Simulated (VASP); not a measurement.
**C: single point with LDA**

Crystal: C.

```
CELL_PARAMETERS angstrom
0.00000 1.78337 1.78337
1.78337 0.00000 1.78337
1.78337 1.78337 0.00000
ATOMIC_POSITIONS crystal
C 0.00000 0.00000 0.00000
C 0.25000 0.25000 0.25000
```

This isn't the form of C at room conditions, which is graphite.

| Quantity | Value |
| --- | --- |
| Program | VASP 6.6.1 |
| Task | single point |
| Functional | LDA |
| Potentials or basis | VASP PAW LDA potentials, release 64 (C) |
| Cutoff | 520 eV |
| k mesh | 11 × 11 × 11 |
| Occupations | fermi-dirac, width 0.02 eV |
| Spin | no spin polarisation |

The pressure is -11.6 GPa. The band gap on the k mesh is 4.10 eV, indirect (least direct gap 5.54 eV).

Levels at points of the mesh, in eV from the valence-band top:
| k point | band 1 | band 2 | band 3 | band 4 | band 5 | band 6 | band 7 | band 8 |
| --- | --- | --- | --- | --- | --- | --- | --- | --- |
| (0.00, 0.00, 0.00) | -21.32 | 0.00 | 0.00 | 0.00 | 5.54 | 5.54 | 5.54 | 13.56 |

It took 1.3 s on 4 MPI ranks on Intel(R) Xeon(R) Platinum 8375C CPU @ 2.90GHz (Ice Lake) (shared host), peak memory 0.1 GiB a rank.

Caveat: an odd mesh through Γ misses points on the zone boundary, where band edges often lie.
